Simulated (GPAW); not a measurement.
Here is a GPAW 26.7.0 calculation.

File run.py:

```python
from ase import Atoms
from ase.eos import EquationOfState
from ase.io import Trajectory
from ase.units import GPa
from gpaw import GPAW, PW

atoms = Atoms(['Pt'],
              cell=[[0.0, 1.9609, 1.9609],
                    [1.9609, 0.0, 1.9609],
                    [1.9609, 1.9609, 0.0]],
              scaled_positions=[[0.0, 0.0, 0.0]],
              pbc=True)

traj = Trajectory('eos.traj', 'w')
volumes, energies = [], []
for x in [0.94, 0.96, 0.98, 1.0, 1.02, 1.04, 1.06]:
    a = atoms.copy()
    a.set_cell(atoms.cell * x**(1 / 3), scale_atoms=True)
    calc = GPAW(mode=PW(600),
                xc='PBE',
                kpts={'size': (12, 12, 12), 'gamma': True},
                occupations={'name': 'fermi-dirac', 'width': 0.05},
                setups={'Pt': '10'},
                nbands=-9,
                convergence={'density': 1e-05, 'energy': 1e-05},
                maxiter=150,
                txt=f'eos-{x:.2f}.txt')
    a.calc = calc
    energies.append(a.get_potential_energy(force_consistent=True))
    volumes.append(a.get_volume())
    p = -a.get_stress()[:3].mean() / GPa
    calc.write(f'eos-{x:.2f}.gpw')
    traj.write(a)
    print(f'{x:.2f} {volumes[-1]:10.4f} A^3 {energies[-1]:14.6f} eV {p:9.3f} GPa', flush=True)

v0, e0, B = EquationOfState(volumes, energies, eos='birchmurnaghan').fit()
print(f'V0 = {v0:.4f} A^3, E0 = {e0:.6f} eV, B0 = {B / GPa:.2f} GPa')
```

Potentials or basis: GPAW PAW data sets (gpaw-data 1.2.1), other valence, pw.

The run is started by

```bash
$ OMP_NUM_THREADS=1 python run.py
```

**Question.** What does it give for the bulk modulus?

**Answer.** 247 GPa.

**Question.** Predict the equilibrium volume.

**Answer.** 15.81 Å³/atom.

**Question.** Predict the pressure derivative of the bulk modulus.

**Answer.** 5.6.

Energy against volume, from the lowest point:
| volume (Å³/atom) | energy (meV/atom) |
| --- | --- |
| 14.175 | 163.81 |
| 14.477 | 103.62 |
| 14.778 | 58.90 |
| 15.080 | 27.83 |
| 15.381 | 8.63 |
| 15.683 | 0.00 |
| 15.985 | 0.86 |

Spin-orbit coupling is left out, which matters for the levels of Pt. Zero-point motion and thermal expansion aren't in these numbers.
